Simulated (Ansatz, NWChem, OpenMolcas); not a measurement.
## How basis sets differ on C5H6 (SMILES C1=CCC=C1)

C5H6: 11 atoms, total charge 0, spin state singlet. SMILES: `C1=CCC=C1`. The shape is that of a PBE0-D4/def2-TZVP optimisation.

```xyz
11

C    -1.1909    0.4356   -0.2532
C    -0.7280    0.0154    0.9344
C     0.6960   -0.4048    0.7818
C     0.9759   -0.1620   -0.6640
C    -0.1294    0.3254   -1.2488
H    -2.1895    0.8007   -0.4559
H    -1.2753   -0.0236    1.8661
H     0.8455   -1.4569    1.0580
H     1.3661    0.1731    1.4320
H     1.9276   -0.3572   -1.1386
H    -0.2326    0.5975   -2.2914
```

Each level gives the dipole moment (D). The values are calculated.

**What was measured.** NIST CCCBDB gives the dipole moment of the gas as 0.42 D.

```
                          level          kind     program  value (D)  computed − measured
            HF/ANO-XS-MB (DKH2)  Hartree–Fock  OpenMolcas       0.66                +0.24
                      HF/STO-3G  Hartree–Fock  OpenMolcas       0.40                -0.02
                       HF/3-21G  Hartree–Fock      Ansatz       0.45                +0.03
                     HF/pcseg-0  Hartree–Fock      NWChem       0.46                +0.04
HF/6-31G* (spherical functions)  Hartree–Fock  OpenMolcas       0.34                -0.08
                     HF/cc-pVDZ  Hartree–Fock      NWChem       0.37                -0.05
                    HF/def2-SVP  Hartree–Fock      Ansatz       0.41                -0.01
                     HF/pcseg-1  Hartree–Fock      NWChem       0.45                +0.03
                     HF/pcseg-2  Hartree–Fock      NWChem       0.40                -0.02
```

Nearest: HF/def2-SVP (-0.01 D); farthest: HF/ANO-XS-MB (DKH2) (+0.24 D). The measured dipole is a vibrational average, so differences of a few hundredths of a debye mean little. Magnitudes only: a small dipole may point the other way at some levels. Sets without polarisation functions give poor dipoles. Without the sets that lack polarisation functions the rows with a basis span only 0.34 to 0.45 D.
